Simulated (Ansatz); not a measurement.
An Ansatz (a program for electronic structure) input (DFT with r2SCAN, PAW potentials and a 500 eV plane-wave cutoff in Ansatz, no spin-orbit coupling):

Ansatz 0.2 input:
```yaml
crystal:
  lattice:
    - [3.7869426526, 0, 0]
    - [0, 3.7869426526, 0]
    - [0, 0, 3.7869426526]
  atoms:
    - { symbol: La, position: [0, 0, 0] }
    - { symbol: Al, position: [0.5, 0.5, 0.5] }
    - { symbol: O, position: [0, 0.5, 0.5] }
    - { symbol: O, position: [0.5, 0.5, 0] }
    - { symbol: O, position: [0.5, 0, 0.5] }
basis: { ecutwfc: 500, ecutrho_ratio: 4, xc_grid: 4, fft_grid_basis: typed }
kpoints: { mp_grid: { grid: [12, 12, 12] } }
hamiltonian:
  xc: r2scan
  dispersion: none
  pseudopotentials: { kind: paw }
total_charge: -0.543083
scf: { occupations: { method: fermi_dirac, width: 0.0259 }, convergence: { dr2_threshold: 0.0000000005 } }
relax: { f_tol: 0.005, max_steps: 30 }
output: { forces: true, stress: true }
checkpoint: { write: state.ck, write_every: 1000 }
```

### Question
Which symmetry and how many k-points will the program report, and about how many plane waves at Γ?

### Answer
Space group Pm-3m (ITA 221) with 48 operations, k-points 84 of 1728, and 1357 plane waves at Γ.

Carriers are added with a uniform compensating background; total energy and stress of such cells depend on the potential's zero and are not compared; many-body gap narrowing is missing at this level. Whether these cells are dynamically stable was not tested. The cell was made from LaAlO3 in the cubic perovskite structure (space group Pm-3m, No. 221) by this change: electrons 1.0×10^22 cm⁻³. Many cubic perovskites are stable only at high temperature; tilts and polar distortions were not tested.
